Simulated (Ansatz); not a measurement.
# Cu in Ansatz: single point with PBE

Aim: the single point of Cu with PBE.

All numbers are computed with Ansatz 0.2.0; they aren't measurements. Logs are shortened: lines on timing, memory, paths and dates and some standing lists are left out, and cuts for length are marked.

### 1 The slab as given

The cell holds a slab with vacuum, 6 atoms: a = 2.504 Å, b = 2.504 Å, c = 24.576 Å, α = 90.00°, β = 90.00°, γ = 120.00°.

The slab is cut from a database's or a generator's crystal, which needn't be the stable form of the element.

### 2 Single point, PBE

input.yaml reads:

```yaml
crystal:
  lattice:
    - [2.5036582226, 0.0, 0.0]
    - [-1.2518291113, 2.1682316232, 0.0]
    - [0.0, 0.0, 24.57558927]
  atoms:
    - { symbol: Cu, position: [0.3333333333, 0.6666666667, 0.71038558] }
    - { symbol: Cu, position: [0.6666666667, 0.3333333333, 0.54200914] }
    - { symbol: Cu, position: [0.0, 0.0, 0.62623555] }
    - { symbol: Cu, position: [0.3333333333, 0.6666666667, 0.45799086] }
    - { symbol: Cu, position: [0.6666666667, 0.3333333333, 0.28961442] }
    - { symbol: Cu, position: [0.0, 0.0, 0.37376445] }
hamiltonian:
  xc: pbe
  pseudopotentials: { kind: paw }
kpoints:
  mp_grid: { grid: [12, 12, 2] }
scf:
  occupations: { method: gaussian, width: 0.05 }
output:
  forces: true
  stress: true
  eigenvalues: true
```

Potentials or basis: Ansatz PAW.

Launch:

```console
$ ansatz run input.yaml --threads 2 --pin off --max-ram 5632MiB --backend cpu --events-out ev --progress --plain --runs-dir out
```

What it wrote:

```text
Warning: RAYON_NUM_THREADS=2 ignored (pool sized by the plan → 2); use --threads N
Engine: ansatz 0.2.0, x86_64-unknown-linux-gnu
Pseudopotentials: kind: paw
Pseudopotential: Cu, paw, valence charge 19, recommended cutoff 420 eV (normal), Cu.paw.azcp
Functional definition: PBE
  parameter kappa = 0.804
  parameter beta = 0.06672455060314922
  exchange = pbe_x(kappa = kappa, mu = beta*pi^2/3)
  correlation = pbe_c(beta = beta)
Crystal: 6 atoms, lattice volume = 133.409 Å³
Basis set: ecut = 420 eV, 2633 PW (Γ), exchange–correlation on 36×36×360 points (8 copies of the dense FFT grid, shifted against one another)
Bands: 69, of which v1, the nominal top of the filled ones, is band 57 counted from 1 (56 counted from 0)
Symmetry: 12 space group operations
Space group: P-3m1 (ITA 164), of the structure as read, at distance tolerance 5.1e-5 Å
k-points: 38 of 288
Non-local potential: Cu, projectors of the file, l = 0: 3, l = 1: 2, l = 2: 3, l = 3: 1
PAW form: soft (Blöchl's): semilocal exchange-correlation on the pseudo side does not see the compensation charge
PAW one-centre angular grid: Cu, 590 points (default); XC on 64 Gauss nodes
Initial density: superposition of atomic densities (neutral atoms: chi_scale 0, normalization atom), corrected by the library's trained network
Initial wavefunctions: pseudopotential atomic-orbital guess
Functional: x = pbe(κ = 0.804, μ = 0.2195149727645171), c = pbe(β = 0.06672455060314922)
SCF iter   1: F=—  HF=-39750.002453 eV  |F-HF|=—  |Δ(HF+E_count)|=         —  Δρ=2.38e-3  dr2=2.71e-2  ethr=1.77e-3  ⟨swp⟩=7.2  Hψ=10774  notcnv=0  defer=53
preconditioner: auto → LDOS  [metal: Δε(μ)=0.046 eV  Ē_g=9.293 eV  σ=0.050 eV  W_gap=0.41  n_scr=20 (ndim 8)  ℏωp=26.1 eV  f_vac=0.466  D(μ)=7.06/eV (n_scr^D=78)  β→1.0]
SCF iter   2: F=—  HF=-39750.005079 eV  |F-HF|=—  |Δ(HF+E_count)|=   2.63e-3  Δρ=3.55e-3  dr2=1.12e-2  ethr=2.38e-5  ⟨swp⟩=2.9  Hψ=5413  notcnv=0  defer=202
SCF iter   3: F=—  HF=-39750.004291 eV  |F-HF|=—  |Δ(HF+E_count)|=   7.88e-4  Δρ=1.38e-3  dr2=2.98e-3  ethr=9.85e-6  ⟨swp⟩=2.1  Hψ=4058  notcnv=0  defer=202
SCF iter   4: F=—  HF=-39750.004128 eV  |F-HF|=—  |Δ(HF+E_count)|=   1.63e-4  Δρ=5.57e-4  dr2=1.86e-3  ethr=2.62e-6  ⟨swp⟩=2.1  Hψ=3725  notcnv=0  defer=202
SCF iter   5: F=—  HF=-39750.004061 eV  |F-HF|=—  |Δ(HF+E_count)|=   6.73e-5  Δρ=6.14e-4  dr2=7.70e-4  ethr=1.63e-6  ⟨swp⟩=1.7  Hψ=2668  notcnv=0  defer=202
SCF iter   6: F=—  HF=-39750.004018 eV  |F-HF|=—  |Δ(HF+E_count)|=   4.26e-5  Δρ=3.01e-4  dr2=2.32e-4  ethr=6.75e-7  ⟨swp⟩=1.9  Hψ=3064  notcnv=0  defer=202
SCF iter   7: F=—  HF=-39750.004019 eV  |F-HF|=—  |Δ(HF+E_count)|=   5.32e-7  Δρ=2.12e-4  dr2=1.22e-4  ethr=2.03e-7  ⟨swp⟩=1.6  Hψ=2710  notcnv=0  defer=202
SCF iter   8: F=—  HF=-39750.003990 eV  |F-HF|=—  |Δ(HF+E_count)|=   2.89e-5  Δρ=9.21e-5  dr2=3.56e-5  ethr=1.07e-7  ⟨swp⟩=1.7  Hψ=2734  notcnv=0  defer=202
SCF iter   9: F=—  HF=-39750.004004 eV  |F-HF|=—  |Δ(HF+E_count)|=   1.42e-5  Δρ=2.15e-5  dr2=2.52e-6  ethr=3.12e-8  ⟨swp⟩=2.0  Hψ=3171  notcnv=0  defer=202
SCF iter  10: F=—  HF=-39750.004004 eV  |F-HF|=—  |Δ(HF+E_count)|=   2.82e-7  Δρ=1.75e-5  dr2=9.15e-7  ethr=2.21e-9  ⟨swp⟩=2.0  Hψ=3372  notcnv=0  defer=202
SCF iter  11: F=—  HF=-39750.004005 eV  |F-HF|=—  |Δ(HF+E_count)|=   8.12e-7  Δρ=1.73e-5  dr2=4.99e-7  ethr=8.03e-10  ⟨swp⟩=2.0  Hψ=3439  notcnv=0  defer=202
iter 12 met the thresholds in force, and the SCF goes on: an eigenvalue changes by 12.71 meV, over its tolerance of 10.00 meV (output.eigenvalues, Limitations)
SCF iter  12: F=-39750.004006 eV  HF=-39750.004005 eV  |F-HF|=1.63e-7  |Δ(HF+E_count)|=   1.93e-7  Δρ=7.33e-6  dr2=6.35e-8  ethr=8.77e-11  ⟨swp⟩=11.9  Hψ=14145  notcnv=0
SCF iter  13: F=-39750.004006 eV  HF=-39750.004006 eV  |F-HF|=1.26e-8  |Δ(HF+E_count)|=   2.06e-7  Δρ=3.22e-6  dr2=3.04e-8  ethr=5.57e-11  ⟨swp⟩=5.6  Hψ=10414  notcnv=0
SCF 1 converged in 13 iterations: F = -39750.004006 eV  dr2 = 3.04e-8
SCF converged after 13 iterations
an eigenvalue changed by more than its tolerance at an iteration that met the thresholds in force, so the SCF went on 1 time: the last check found none over its tolerance
Free energy (F): -39750.004006 eV
Harris-Foulkes:  -39750.004006 eV  (|F-HF|=1.26e-8)
Internal energy: -39749.995146 eV  (E = F + TS)
E sigma→0 (E₀):  -39749.999576 eV
Entropy (-TS):   -0.008860 eV (-1.477 meV/atom)
Fermi energy:    6.768343 eV
--- Per-component energies (eV) ---
  E_band       = -3310.044975
  E_kinetic    = 1802.106779
  E_local      = -246131.044469  (includes V_loc(G=0)·N_el)
  E_nonlocal   = 2339.592328
  E_hartree    = 121042.089902
  E_xc         = -537.711322
  E_vxc        = -693.878736  (∫ρ·V_xc dr)
  E_paw        = -9977.349737  (= ΣΔE_a)
  E_vpaw       = -2711.063920  (= ΣTr[D̂ρ^β])
  E_aug_tail   = 0.001449  (compensation charges beyond the density's cutoff)
  E_ewald      = 91712.319923
  E_smearing   = -0.008860  (= −TS)
  E_closure    = -0.000000  (closes the sum)
  Σ components = -39750.004006   (vs F -39750.004006, Δ=0.00e0)
--- Forces (eV/Å), atoms counted from 1 ---
  atom   1  Cu     0.00000000     0.00000000     0.21035439
  atom   2  Cu     0.00000000     0.00000000     0.01630732
  atom   3  Cu     0.00000000     0.00000000     0.01556757
  atom   4  Cu     0.00000000    -0.00000000    -0.01630732
  atom   5  Cu    -0.00000000     0.00000000    -0.21035439
  atom   6  Cu     0.00000000    -0.00000000    -0.01556757
  max |Σ_I F_I| component: 6.94e-18 eV/Å
--- Stress (GPa, compression-positive) ---
        3.986340      -0.000000       0.000000
        0.000000       3.986340       0.000000
        0.000000       0.000000       2.768094
  P = ⅓ Tr σ = 3.5803 GPa (35.803 kbar)
--- Band table (eV; the first three rows and the last of 38) ---
  k-point 0: bands = ["-106.0147", "-106.0141", "-106.0015", "-105.9937", "-105.7598", "-105.7598", "-63.4362", "-63.4103", "-63.3711", "-63.3331", "-63.3283", "-63.3283", "-63.3279", "-63.3279", "-63.3114", "-63.3114", "-63.3026", "-63.3026", "-63.1128", "-63.1128", "-63.1128", "-63.1128", "-63.0641", "-63.0641", "-2.8931", "-2.2483", "-1.2286", "-0.0293", "0.9098", "1.2448", "3.3082", "3.3393", "3.4781", "3.5372", "3.5372", "3.5870", "3.5880", "3.5880", "3.6291", "3.6291", "3.6703", "3.6703", "3.8453", "3.8453", "3.8618", "3.8618", "4.1276", "4.4290", "4.4290", "4.4567", "4.4567", "4.5852", "4.5852", "4.7987", "4.7987", "4.9789", "4.9789", "5.0460", "5.0460", "5.6588", "6.1002", "10.9460", "11.0595", "12.2478", "12.4651", "14.4726", "14.7041", "17.2873", "17.6963"]
  k-point 1: bands = ["-106.0146", "-106.0141", "-106.0014", "-105.9937", "-105.7598", "-105.7597", "-63.4362", "-63.4103", "-63.3711", "-63.3331", "-63.3283", "-63.3283", "-63.3279", "-63.3279", "-63.3114", "-63.3114", "-63.3026", "-63.3026", "-63.1128", "-63.1128", "-63.1128", "-63.1128", "-63.0641", "-63.0641", "-2.8930", "-2.2483", "-1.2286", "-0.0293", "0.9098", "1.2448", "3.3082", "3.3393", "3.4782", "3.5372", "3.5372", "3.5870", "3.5880", "3.5880", "3.6292", "3.6292", "3.6703", "3.6703", "3.8453", "3.8453", "3.8618", "3.8618", "4.1277", "4.4291", "4.4291", "4.4567", "4.4567", "4.5852", "4.5852", "4.7987", "4.7987", "4.9789", "4.9789", "5.0460", "5.0460", "5.6588", "6.1003", "10.8412", "11.2974", "11.7918", "13.1325", "13.6051", "15.8205", "16.0856", "19.1550"]
  k-point 2: bands = ["-106.0137", "-106.0132", "-106.0006", "-105.9930", "-105.7589", "-105.7589", "-63.4339", "-63.4092", "-63.3716", "-63.3382", "-63.3345", "-63.3313", "-63.3302", "-63.3297", "-63.3174", "-63.3133", "-63.3092", "-63.3041", "-63.1197", "-63.1197", "-63.1145", "-63.1145", "-63.0634", "-63.0634", "-2.6596", "-2.0203", "-1.0099", "0.1756", "1.0942", "1.4026", "3.2146", "3.2565", "3.4370", "3.4546", "3.4867", "3.5574", "3.6221", "3.6406", "3.6511", "3.6673", "3.7079", "3.7469", "3.7674", "3.8359", "3.8899", "3.9178", "3.9410", "4.3395", "4.3514", "4.4590", "4.4697", "4.5917", "4.5986", "4.6669", "4.7853", "4.7987", "4.9793", "5.0500", "5.2000", "6.1856", "6.7502", "11.1030", "11.2763", "12.4294", "12.6699", "14.6868", "14.8917", "17.5037", "17.8895"]
  k-point 37: bands = ["-105.9994", "-105.9994", "-105.9849", "-105.9849", "-105.7460", "-105.7460", "-63.4108", "-63.4108", "-63.4039", "-63.4039", "-63.4027", "-63.3930", "-63.3849", "-63.3849", "-63.3661", "-63.3578", "-63.3500", "-63.3500", "-63.1857", "-63.1857", "-63.1846", "-63.1846", "-63.0522", "-63.0522", "2.4736", "2.4736", "2.4916", "2.5717", "2.5717", "2.5773", "2.5923", "2.6472", "2.6472", "2.8600", "2.8600", "3.2682", "3.2682", "3.3294", "3.4117", "3.7472", "3.7472", "3.8055", "3.8076", "4.2701", "4.2701", "4.3019", "4.4420", "4.4420", "4.8693", "4.8693", "4.9022", "4.9716", "4.9716", "4.9873", "10.2514", "10.2554", "10.2554", "10.5941", "10.5941", "11.2111", "11.3556", "12.1578", "12.1578", "12.3978", "13.2360", "13.2360", "14.8879", "14.8879", "15.9368"]
```

Wall time 10 s (2 threads of AMD EPYC 7R13 (Zen 3), shared host); peak memory 0.63 GiB.

What came out:

```yaml
Free_energy: -39750.0040 eV
Largest_force: 0.210 eV/Å
Band_gap_on_the_k_mesh: none (metal or under the smearing width)
```

Forces on the atoms (eV/Å):
```
Cu   0.000  0.000  0.210
Cu   0.000  0.000  0.016
Cu   0.000  0.000  0.016
Cu   0.000  0.000 -0.016
Cu   0.000  0.000 -0.210
Cu   0.000  0.000 -0.016
```

Levels at points of the mesh, in eV from the Fermi level:
| k point | band 54 | band 55 | band 56 | band 57 | band 58 | band 59 | band 60 | band 61 |
| --- | --- | --- | --- | --- | --- | --- | --- | --- |
| (0.00, 0.00, 0.00) | -1.97 | -1.97 | -1.79 | -1.79 | -1.72 | -1.72 | -1.11 | -0.67 |
| (0.00, 0.00, -0.50) | -1.97 | -1.97 | -1.79 | -1.79 | -1.72 | -1.72 | -1.11 | -0.67 |
| (0.00, -0.50, 0.00) | -1.45 | -0.67 | 0.16 | 0.79 | 1.16 | 1.38 | 1.41 | 4.24 |
| (0.00, -0.50, -0.50) | -1.45 | -0.67 | 0.16 | 0.79 | 1.16 | 1.38 | 1.41 | 4.24 |
